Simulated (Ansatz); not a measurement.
# InSe: computed DOS

Space group C2/m (No. 12). a = 11.736 Å, b = 4.110 Å, c = 4.610 Å, α = 90.00°, β = 110.30°, γ = 90.00°
| atom | site | symmetry | x | y | z |
| --- | --- | --- | --- | --- | --- |
| In | 4i | m | 0.3840 | 0.5000 | 0.0050 |
| Se | 4i | m | 0.1600 | 0.5000 | 0.6420 |

The runs use the primitive cell with vectors (5.868, -2.055, 0.000), (5.868, 2.055, 0.000), (-1.599, 0.000, 4.324) Å, to which the k mesh refers.

The cell is COD entry 1540841, as deposited and not checked against the literature; nothing was relaxed.

No spin–orbit coupling, which matters for the heavy atoms here.

Method: Ansatz 0.2.0, DFT, PBEsol, all-electron LAPW, scalar-relativistic.

Settings: a Γ-centred 7×7×6 k mesh, Fermi–Dirac smearing of 0.02 eV, basis error target 0.5 meV/atom, no spin polarisation.

States per eV and cell, averaged over 0.4 eV, from -13.0 to 6.0 eV, with energies (bin centres) from the valence-band top; empty bins are left out. The partial columns, the largest 5 alone, are projections on Löwdin-orthogonalised atomic shells (those that the program's projection atoms carry: the occupied ones and, for some elements, an empty d or f shell; other empty shells have no column), summed over atoms of an element. Weights on diffuse s and p shells depend on that basis and aren't pure angular character.

| E (eV) | total | Se 4p | In 5p | In 5s | Se 4s | In 4d |
| --- | --- | --- | --- | --- | --- | --- |
| -12.9 | 1.65 | 0.02 | 0.31 | 0.14 | 1.04 | 0.14 |
| -12.5 | 1.80 | 0.02 | 0.29 | 0.10 | 1.19 | 0.20 |
| -12.1 | 3.22 | 0.02 | 0.42 | 0.05 | 2.30 | 0.43 |
| -11.7 | 2.52 | 0.01 | 0.24 | 0.02 | 1.93 | 0.31 |
| -6.5 | 1.35 | 0.43 | 0.14 | 0.73 | 0.03 | 0.01 |
| -6.1 | 2.12 | 0.66 | 0.21 | 1.14 | 0.09 | 0.01 |
| -5.7 | 1.23 | 0.37 | 0.11 | 0.66 | 0.07 | 0.01 |
| -5.3 | 1.17 | 0.54 | 0.16 | 0.39 | 0.07 | 0.00 |
| -4.9 | 2.73 | 1.38 | 0.30 | 0.86 | 0.16 | 0.01 |
| -4.5 | 1.00 | 0.51 | 0.11 | 0.27 | 0.10 | 0.00 |
| -4.1 | 1.39 | 0.81 | 0.34 | 0.15 | 0.07 | 0.01 |
| -3.7 | 1.61 | 1.01 | 0.48 | 0.08 | 0.02 | 0.01 |
| -3.3 | 2.27 | 1.45 | 0.63 | 0.12 | 0.04 | 0.01 |
| -2.9 | 2.06 | 1.35 | 0.54 | 0.11 | 0.04 | 0.01 |
| -2.5 | 2.69 | 1.82 | 0.67 | 0.12 | 0.04 | 0.01 |
| -2.1 | 3.18 | 2.24 | 0.72 | 0.14 | 0.03 | 0.02 |
| -1.7 | 3.37 | 2.43 | 0.72 | 0.14 | 0.04 | 0.02 |
| -1.3 | 4.48 | 3.39 | 0.79 | 0.18 | 0.04 | 0.03 |
| -0.9 | 3.29 | 2.56 | 0.52 | 0.14 | 0.02 | 0.02 |
| -0.5 | 1.04 | 0.77 | 0.17 | 0.07 | 0.01 | 0.01 |
| -0.1 | 0.03 | 0.02 | 0.00 | 0.00 | 0.00 | 0.00 |
| 1.1 | 0.32 | 0.11 | 0.04 | 0.14 | 0.02 | 0.00 |
| 1.5 | 2.19 | 0.66 | 0.48 | 0.82 | 0.12 | 0.00 |
| 1.9 | 2.14 | 0.68 | 0.50 | 0.75 | 0.11 | 0.00 |
| 2.3 | 1.80 | 0.48 | 0.68 | 0.43 | 0.13 | 0.00 |
| 2.7 | 1.46 | 0.34 | 0.73 | 0.20 | 0.09 | 0.00 |
| 3.1 | 2.75 | 0.58 | 1.61 | 0.18 | 0.09 | 0.01 |
| 3.5 | 3.58 | 0.80 | 2.10 | 0.22 | 0.08 | 0.01 |
| 3.9 | 1.61 | 0.32 | 0.97 | 0.10 | 0.04 | 0.00 |
| 4.3 | 2.05 | 0.36 | 1.16 | 0.18 | 0.07 | 0.00 |
| 4.7 | 2.08 | 0.38 | 1.14 | 0.17 | 0.06 | 0.00 |
| 5.1 | 2.05 | 0.37 | 1.15 | 0.15 | 0.05 | 0.00 |
| 5.5 | 3.30 | 0.59 | 1.80 | 0.18 | 0.08 | 0.00 |
| 5.9 | 2.59 | 0.42 | 1.44 | 0.10 | 0.05 | 0.00 |

Problem. Which of the resolved shells contributes most in the top eV of the valence band?

Solution. Se 4p, with 77 % of all states there; In 5p follows with 16 %.
